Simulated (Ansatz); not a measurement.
## BaTe: pressure against volume scale

Periodic Kohn-Sham DFT of a crystal at fixed atoms, scaled to volume_scale times the given cell; pressure positive in compression, energy less spherical unpolarised free atoms, largest_vzz the field gradient of largest size among the nuclei. The results are calculated, by Ansatz 0.2.0.

The cell before it is scaled or strained (space group Pm-3m, No. 221):
```
BaTe
1.0
      4.2424     0.0000     0.0000
      0.0000     4.2424     0.0000
      0.0000     0.0000     4.2424
Ba Te
1 1
Direct
  0.00000 0.00000 0.00000
  0.50000 0.50000 0.50000
```

Settings of every row: method frozen-core PAW; functional PBE; relativity scalar; k mesh 9x9x9; filling fermi-dirac; smearing width 0.05 eV; wave cutoff 420 eV; paw set soft_2.

Atom start moment: 0 on all atoms.

Limits: no spin-orbit coupling on heavy atoms; the cell comes from a prototype or a list of computed structures and needn't be the stable phase.

```csv
row,volume scale,V (Å³/atom),pressure (GPa)
1,0.9405,35.906,2.266
2,0.98,37.414,0.703
3,1,38.176,?
4,1.02,38.941,-0.577
5,1.06,40.468,-1.614
```

Question: what pressure should row 3 give?

Worked fit of pressure. Take u = (V_r/V)^(2/3) − 1 with V_r = 38.178 Å³ an atom, which is twice the finite (Eulerian) strain; such expansions in the strain, on which the Birch-Murnaghan equation of state is built, carry the rest volume and the bulk modulus. The shown rows have u = 0.04175, 0.01357, -0.01311, -0.03809. Least squares give pressure = 0.0285 + 48.097 × u + 131.22 × u² GPa; a straight line predicts inner rows, each left out in turn, worse (root mean square 0.13 against 0.0054 GPa). The rows lie off it by 0.001, -0.002, 0.002, -0.001. The pressure vanishes at u = -0.0006, or V = 38.21 Å³ an atom, and there the bulk modulus at fixed shape and fractions is B = −V dP/dV = (2/3)(1 + u) dP/du = 31.9 GPa. The withheld row has u = 3e-05, so the fit gives 0.0285 + 48.097 × (3e-05) + 131.22 × (3e-05)² = 0.030 GPa.

The calculation gave 0.029 GPa. The fit lies 0.001 GPa (3.4 % of the value, 0.026 % of the column's range) above it, one unit of the last digit.
